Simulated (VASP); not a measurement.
## Si2Mo: single point with PBE

Crystal: Si2Mo.

```
CELL_PARAMETERS angstrom
-1.60000 1.60000 3.93050
1.60000 -1.60000 3.93050
1.60000 1.60000 -3.93050
ATOMIC_POSITIONS crystal
Mo 0.00000 0.00000 0.00000
Si 0.66700 0.66700 0.00000
Si 0.33300 0.33300 0.00000
```

```yaml
Program: VASP 6.6.1
Task: single point
Functional: PBE
Potentials_or_basis: VASP PAW PBE potentials, release 64 (Mo_sv, Si)
Cutoff: 520 eV
k_mesh: 12 × 12 × 12
Occupations: fermi-dirac, width 0.05 eV
Spin: no spin polarisation
Further_INCAR_settings: ALGO = Normal; EDIFF = 1e-07; NBANDS = 18
```

```yaml
Pressure: 2.4 GPa
Largest_force: 0.274 eV/Å
Band_gap_on_the_k_mesh: none (metal or under the smearing width)
```

Forces in eV/Å, atoms in the order of the input:
```
Mo   0.000  0.000  0.000
Si   0.000  0.000 -0.274
Si   0.000  0.000  0.274
```

Stress tensor (GPa, compression positive):
```
2.79 0.00 0.00
0.00 2.79 0.00
0.00 0.00 1.61
```

Levels at points of the mesh, in eV from the Fermi level:
| k point | band 7 | band 8 | band 9 | band 10 | band 11 | band 12 | band 13 | band 14 | band 15 | band 16 |
| --- | --- | --- | --- | --- | --- | --- | --- | --- | --- | --- |
| (0.00, 0.00, 0.00) | -3.47 | -3.02 | -2.66 | -2.66 | 0.41 | 3.07 | 3.10 | 3.63 | 3.63 | 4.06 |
| (0.50, 0.00, 0.00) | -4.92 | -4.48 | -2.62 | -2.51 | -0.52 | 2.26 | 3.01 | 4.02 | 4.25 | 5.47 |
| (0.50, 0.50, 0.00) | -5.71 | -5.28 | -4.50 | -3.07 | -1.14 | 2.32 | 2.71 | 3.00 | 3.24 | 4.81 |
| (0.50, 0.50, 0.50) | -3.51 | -2.29 | -0.59 | -0.59 | -0.53 | -0.53 | 0.54 | 4.61 | 5.15 | 5.90 |

It took 2.4 min on 1 thread of Intel(R) Xeon(R) Platinum 8488C (Sapphire Rapids) (shared host), peak memory 0.26 GiB.
